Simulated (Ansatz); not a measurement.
PtSe2

Level of theory: DFT, r²SCAN, scalar-relativistic, no spin polarisation; plane waves to 500 eV with PAW datasets (Ansatz 0.2.0), 8×8×4 k-mesh, Gaussian smearing of 0.05 eV. The datasets are Ansatz's generated set soft_2.

```
Pt Se
1.0
     3.71660    0.00000    0.00000
    -1.85830    3.21867    0.00000
     0.00000    0.00000    5.82973
Pt Se
1 2
Cartesian
  0.0000 0.0000 0.0000
  0.0000 2.1458 1.3116
  1.8583 1.0729 4.5182
```

The chain of runs began from a cell as deposited in COD, expanded in volume. Of that entry: the entry's cell lengths or inner coordinates differ somewhat from later room-temperature determinations. The relaxation kept the space group but changed the cell's proportions, one axis by 10 % at equal volume, so the results may not describe the measured structure. The database's entry of this formula in the relaxed cell's space group, P-3m1, has axes of 3.728 × 3.728 × 5.031 Å and 20.18 Å³/atom (1965), the relaxed one 3.717 × 3.717 × 5.830 Å and 23.25.

Cell and atoms are those of this level's equilibrium.

Elastic constants come from the stress of slightly strained cells with relaxed atoms, in GPa, Voigt order xx, yy, zz, yz, xz, xy in the Cartesian frame of the vectors above.

```
148.1  44.2  12.8  -4.9   0.0   0.0
 44.2 148.1  12.8   4.9   0.0   0.0
 12.8  12.8  10.6   0.0   0.0   0.0
 -4.9   4.9   0.0   7.1   0.0   0.0
  0.0   0.0   0.0   0.0   7.1  -4.9
  0.0   0.0   0.0   0.0  -4.9  51.9
```

Q: Work out the Voigt, Reuss and Hill moduli.

A: Voigt: K = (C11 + C22 + C33 + 2(C12 + C13 + C23))/9 = 50 GPa, G = (C11 + C22 + C33 − C12 − C13 − C23 + 3(C44 + C55 + C66))/15 = 29 GPa. Reuss, from the compliances S = C⁻¹: K = 10.5 GPa, G = 9.7 GPa. Hill means: K = 30 GPa, G = 19.4 GPa.

Q: And Young's modulus, Poisson's ratio, Pugh's ratio and the anisotropy?

A: E = 9KG/(3K + G) = 48 GPa, ν = (3K − 2G)/(6K + 2G) = 0.24, K/G = 1.55 (under the 1.75 that Pugh's rule, made for metals, takes as the line between brittle and ductile), universal anisotropy index 5G_V/G_R + K_V/K_R − 6 = 13.7. The eigenvalues of C are 6.6, 6.6, 8.8, 52, 104, 194 GPa, all positive.

Voigt's and Reuss's shear moduli differ by over a factor of two, so their mean gives no reliable sound velocity or Debye temperature.

Cost: 100 s on 4 threads of Arm Neoverse V1, with other jobs on the host, peak memory 0.7 GiB.

 Spin–orbit coupling, which matters for such heavy elements, is left out. The structure is built of weakly bound layers, and this functional has no dispersion term, so their spacing and all that hangs on it (volume, the soft elastic constants, low modes, dielectric constants) are poorly given.
